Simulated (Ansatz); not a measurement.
All numbers below come from DFT r2SCAN, scalar-relativistic, plane waves, PAW (Ansatz 0.2.0).

Structure of HfO2:

```
Hf O
1.0
     4.83820    0.00000    0.00000
     0.00000    4.83820    0.00000
     0.00000    0.00000    3.22035
Hf O
2 4
Direct
  0.00000 0.00000 0.00000
  0.50000 0.50000 0.50000
  0.19492 0.80508 0.50000
  0.30508 0.30508 0.00000
  0.69492 0.69492 0.00000
  0.80508 0.19492 0.50000
```

Cutoff 500 eV; k points 6×6×8 on the computed 6-atom cell (Γ-centred); Gaussian smearing, width 0.02 eV; no spin polarisation.

Levels along Γ–X–M–Γ–Z–R–A–Z | X–R | M–A, in eV from a zero inside the gap, sorted by energy at each point. Points in fractions of the primitive reciprocal vectors: Γ (0.000 0.000 0.000), X (0.000 0.500 0.000), M (0.500 0.500 0.000), Z (0.000 0.000 0.500), R (0.000 0.500 0.500), A (0.500 0.500 0.500).
```csv
point,"k (1/Å, with 2π)",band 35,band 36,band 37,band 38,band 39,band 40,band 41
Γ,0.000,-2.94,-2.67,-2.67,-2.27,2.27,2.41,3.50
-,0.093,-2.96,-2.76,-2.72,-2.28,2.30,2.44,3.54
-,0.185,-3.04,-2.98,-2.82,-2.33,2.41,2.51,3.63
-,0.278,-3.33,-3.15,-2.94,-2.42,2.55,2.62,3.77
-,0.371,-3.74,-3.28,-3.03,-2.53,2.69,2.73,3.97
-,0.464,-3.84,-3.42,-3.04,-2.66,2.81,2.82,4.21
-,0.557,-3.77,-3.56,-3.00,-2.79,2.89,2.89,4.45
X,0.649,-3.68,-3.68,-2.90,-2.90,2.91,2.91,4.50
-,0.742,-3.66,-3.66,-2.93,-2.93,2.90,2.90,4.46
-,0.835,-3.62,-3.62,-3.01,-3.01,2.86,2.86,4.38
-,0.928,-3.56,-3.56,-3.12,-3.12,2.79,2.79,4.27
-,1.020,-3.49,-3.49,-3.21,-3.21,2.69,2.69,4.15
-,1.113,-3.42,-3.42,-3.18,-3.18,2.59,2.59,4.04
-,1.206,-3.38,-3.38,-3.08,-3.08,2.52,2.52,3.97
M,1.299,-3.37,-3.37,-3.03,-3.03,2.49,2.49,3.94
-,1.430,-3.43,-3.36,-3.25,-2.99,2.49,2.59,3.94
-,1.561,-3.58,-3.46,-3.34,-2.87,2.49,2.79,3.93
-,1.692,-3.75,-3.29,-3.18,-2.71,2.48,2.92,3.92
-,1.823,-3.68,-3.21,-2.96,-2.54,2.45,2.88,3.90
-,1.955,-3.30,-3.10,-2.81,-2.39,2.40,2.69,3.74
-,2.086,-2.99,-2.87,-2.71,-2.30,2.32,2.48,3.56
Γ,2.217,-2.94,-2.67,-2.67,-2.27,2.27,2.41,3.50
-,2.356,-3.13,-2.74,-2.74,-2.30,2.38,2.58,3.46
-,2.496,-3.61,-2.92,-2.92,-2.40,2.65,2.99,3.37
-,2.635,-3.67,-3.20,-3.20,-2.60,3.01,3.27,3.50
-,2.774,-3.62,-3.41,-3.41,-2.90,3.24,3.38,3.98
-,2.914,-3.92,-3.33,-3.33,-3.31,3.33,3.74,4.16
-,3.053,-4.20,-3.79,-3.27,-3.27,3.54,4.09,4.26
Z,3.192,-4.31,-4.31,-3.25,-3.25,3.86,3.86,4.36
-,3.285,-4.25,-4.25,-3.27,-3.27,3.74,3.74,4.36
-,3.378,-4.08,-4.08,-3.34,-3.34,3.49,3.49,4.39
-,3.471,-3.85,-3.85,-3.44,-3.44,3.21,3.21,4.44
-,3.563,-3.62,-3.62,-3.55,-3.55,2.93,2.93,4.50
-,3.656,-3.73,-3.73,-3.36,-3.36,2.70,2.70,4.55
-,3.749,-3.89,-3.89,-3.20,-3.20,2.54,2.54,4.58
R,3.842,-4.01,-4.01,-3.15,-3.15,2.48,2.48,4.60
-,3.935,-3.87,-3.87,-3.13,-3.13,2.51,2.51,4.59
-,4.027,-3.70,-3.70,-3.09,-3.09,2.60,2.60,4.57
-,4.120,-3.56,-3.56,-3.02,-3.02,2.75,2.75,4.54
-,4.213,-3.45,-3.45,-2.93,-2.93,2.93,2.93,4.48
-,4.306,-3.38,-3.38,-2.84,-2.84,3.13,3.13,4.36
-,4.398,-3.34,-3.34,-2.78,-2.78,3.32,3.32,4.22
A,4.491,-3.33,-3.33,-2.75,-2.75,3.40,3.40,4.14
-,4.622,-3.38,-3.33,-2.82,-2.78,3.14,3.41,4.07
-,4.753,-3.53,-3.32,-3.02,-2.89,2.81,3.45,3.95
-,4.885,-3.73,-3.35,-3.31,-3.09,2.68,3.52,3.90
-,5.016,-3.94,-3.73,-3.45,-3.26,2.79,3.63,3.95
-,5.147,-4.13,-3.81,-3.57,-3.26,3.10,3.74,4.08
-,5.278,-4.26,-4.15,-3.33,-3.25,3.54,3.83,4.23
Z,5.409,-4.31,-4.31,-3.25,-3.25,3.86,3.86,4.36
X,5.409,-3.68,-3.68,-2.90,-2.90,2.91,2.91,4.50
-,5.549,-3.85,-3.85,-2.85,-2.85,3.04,3.04,4.32
-,5.688,-4.08,-4.08,-2.82,-2.82,3.38,3.38,3.98
-,5.827,-4.00,-4.00,-2.89,-2.89,3.58,3.58,3.80
-,5.967,-3.80,-3.80,-3.02,-3.02,3.18,3.18,4.18
-,6.106,-3.68,-3.68,-3.15,-3.15,2.82,2.82,4.44
-,6.246,-3.77,-3.77,-3.17,-3.17,2.57,2.57,4.57
R,6.385,-4.01,-4.01,-3.15,-3.15,2.48,2.48,4.60
M,6.385,-3.37,-3.37,-3.03,-3.03,2.49,2.49,3.94
-,6.524,-3.52,-3.52,-3.07,-3.07,2.61,2.61,3.92
-,6.664,-3.90,-3.90,-3.19,-3.19,2.93,2.93,3.89
-,6.803,-3.77,-3.77,-3.29,-3.29,3.36,3.36,3.89
-,6.942,-3.62,-3.62,-3.17,-3.17,3.82,3.82,3.95
-,7.082,-3.48,-3.48,-2.95,-2.95,3.69,3.69,4.03
-,7.221,-3.37,-3.37,-2.80,-2.80,3.48,3.48,4.11
A,7.361,-3.33,-3.33,-2.75,-2.75,3.40,3.40,4.14
```

Spin-orbit coupling is left out, which matters for the bands of heavy elements.

This rutile-type form isn't the usual stable structure of the compound.

Cost: 1 run of about 1 core-minutes, on Intel Xeon 6975P-C (Granite Rapids) (shared hosts).